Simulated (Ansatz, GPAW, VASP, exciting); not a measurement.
MgS: 5 runs at one level of theory

```
S Mg
1.0
     0.00000    2.83312    2.83312
     2.83312    0.00000    2.83312
     2.83312    2.83312    0.00000
S Mg
1 1
Cartesian
  1.4166 1.4166 1.4166
  0.0000 0.0000 0.0000
```

The cell comes from a database or a generator and needn't be the stable form of this composition.

Alike in all runs: task single point; functional LDA; k mesh 8 × 8 × 8; occupations gaussian, width 0.05 eV; no spin polarisation; no spin-orbit coupling. LDA stands for any of its common fits. Pressure is positive in compression and, in plane waves, holds the error of the finite cutoff.

```csv
program and potentials,plane-wave cutoff (eV),notes,band gap (eV),pressure (GPa)
"exciting, all-electron LAPW+lo, shipped species files, valence relativity iora*",-,-,3.17,-
"VASP, LDA PAW files Mg, S, 500 eV",500,4 valence electrons an atom on average,3.18,-2.54
"Ansatz, all-electron LAPW, scalar-relativistic",-,-,3.17,-2.17
"VASP, LDA PAW files Mg, S, release 54, 520 eV",520,4 valence electrons an atom on average,3.18,-2.50
"GPAW, the program's PAW data sets (release 1.2.1) made for this functional",800,8 valence electrons an atom on average,3.17,-2.19
```

The band gap spans 3.17 (GPAW, the program's PAW data sets (release 1.2.1) made for this functional) to 3.18 eV (VASP, LDA PAW files Mg, S, release 54, 520 eV), with all-electron results at 3.17. The pressure spans -2.54 (VASP, LDA PAW files Mg, S, 500 eV) to -2.17 GPa (Ansatz, all-electron LAPW, scalar-relativistic), with all-electron results at -2.17.

Differences between rows come from potentials, basis sets and numerical settings, since the functional is the same but for its coding. Runs on potential files found faulty are left out.
